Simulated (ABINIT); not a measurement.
Planning a run of ABINIT 10.8.3 on CdS (Greenockite). The input:

```
acell 3*1.0 Angstrom
rprim 
  4.137000000025 -0.000000000006 0.000000000000
  -2.068500000008 3.582747095481 0.000000000000
  0.000000000000 0.000000000000 6.714400000000
ntypat 2
znucl 48 16
natom 4
typat 1 1 2 2
xred 
  0.666666666667 0.333333333333 0.000000000000
  0.333333333333 0.666666666667 0.500000000000
  0.666666666667 0.333333333333 0.375000000000
  0.333333333333 0.666666666667 0.875000000000
pp_dirpath "pseudos"
pseudos "Cd.upf, S.upf"
ecut 47
ngkpt 3 3 2
nshiftk 1
shiftk 0 0 0
kptopt 1
chksymbreak 0
istwfk *1
occopt 1
irdwfk 1
optdriver 3
nband 164
ecuteps 5.6
inclvkb 2
awtr 1
symchi 1
indata_prefix "in"
outdata_prefix "out"
tmpdata_prefix "tmp"
```

```sh
OMP_NUM_THREADS=1 mpirun -n 8 abinit run.abi > log
```

Question: How long will it take on 8 MPI ranks of Arm Neoverse V2, shared host, and how much memory?

It took 42 s; on shared hardware allow 21 s to 84 s. Peak host memory was 2.8 GiB.

[Paths, hosts, dates, memory and timing lines, banners, echoed tables and standing remarks are left out of the program output.]

[Logs are printed without paths, hosts, clocks, repeated set-up lines and the standing remarks that a program may print on its own settings, such as how far it seeks lower states.]

[Runs of the session that timed out or met a known fault of the program may be left out.]

[Hosts, paths, dates, database ids (printed as entryN), source tags and the programs' standing remarks are cut or masked in the printed files.]

[G0W0 gaps are taken among the corrected bands and points alone; a level outside them can change the order at an edge.]

[Where Ansatz stands beside ABINIT at settings called matched, ABINIT's density can come from a denser mesh and the files from another edition; pairs whose starting gaps differed by over 0.03 eV were left out, so agreement reads better than it is.]
